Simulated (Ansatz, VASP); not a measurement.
Given: the input of a run of VASP 6.6.1 on FeCo (Wairauite).

Contents of INCAR:

```
ALGO = Normal
EDIFF = 1E-7
ENCUT = 520
GGA = PE
ISIF = 2
ISMEAR = -1
ISPIN = 2
LASPH = True
LCHARG = False
LMAXMIX = 4
LORBIT = 11
LREAL = False
LWAVE = False
MAGMOM = 2 3
NBANDS = 20
NELM = 120
PREC = Accurate
SIGMA = 0.05
```

The input KPOINTS:

```
k-points
0
Gamma
  9 9 9
```

POSCAR

```
FeCo
1.0
    2.8378249256      0.0000000000      0.0000000000
    0.0000000000      2.8378249256      0.0000000000
    0.0000000000      0.0000000000      2.8378249256
Co Fe
1 1
Direct
    0.0000000000      0.0000000000      0.0000000000
    0.5000000000      0.5000000000      0.5000000000
```

Potentials or basis: VASP PAW PBE potentials, release 64 (Co, Fe).

Run with:

```sh
$ cat potpaw_PBE.64/Co/POTCAR potpaw_PBE.64/Fe/POTCAR > POTCAR
$ mpirun -np 1 vasp_std > vasp.out
```

Problem. Set up the same calculation for Ansatz 0.2.0. Potentials there: Ansatz PAW.

Solution. As run (the cutoff follows the program's own potentials):

Contents of input.yaml:

```yaml
crystal:
  lattice:
    - [2.8378249256, 0.0, 0.0]
    - [0.0, 2.8378249256, 0.0]
    - [0.0, 0.0, 2.8378249256]
  atoms:
    - { symbol: Co, position: [0.0, 0.0, 0.0], spin: 2.0 }
    - { symbol: Fe, position: [0.5, 0.5, 0.5], spin: 3.0 }
hamiltonian:
  xc: pbe
  pseudopotentials: { kind: paw }
magnetization:
  spin_polarized: true
kpoints:
  mp_grid: { grid: [9, 9, 9] }
scf:
  occupations: { method: fermi_dirac, width: 0.05 }
output:
  forces: true
  stress: true
  eigenvalues: true
```

Potentials or basis: Ansatz PAW.

The run is started by

```bash
$ ansatz run input.yaml --threads 2 --pin off --max-ram 5120MiB --backend cpu --events-out ev --progress --plain --runs-dir out
```

Both were run:

|  | VASP | Ansatz | Ansatz less VASP |
| --- | --- | --- | --- |
| gap on the k mesh at the Fermi level (eV) | none | none | - |
| pressure (GPa) | 0.4 | 1.0 | +0.68 |
| net moment per atom (μB) | 2.22 | 2.24 | +0.012 |
| size of the moment on the site where the two differ most (μB) | 1.74 | 1.81 | +0.077 |

Site moments also hang on the region over which each program counts them. A gap of «none» marks a metal or a gap that the smearing closes. The two sets of potentials don't hold the same shells in valence.
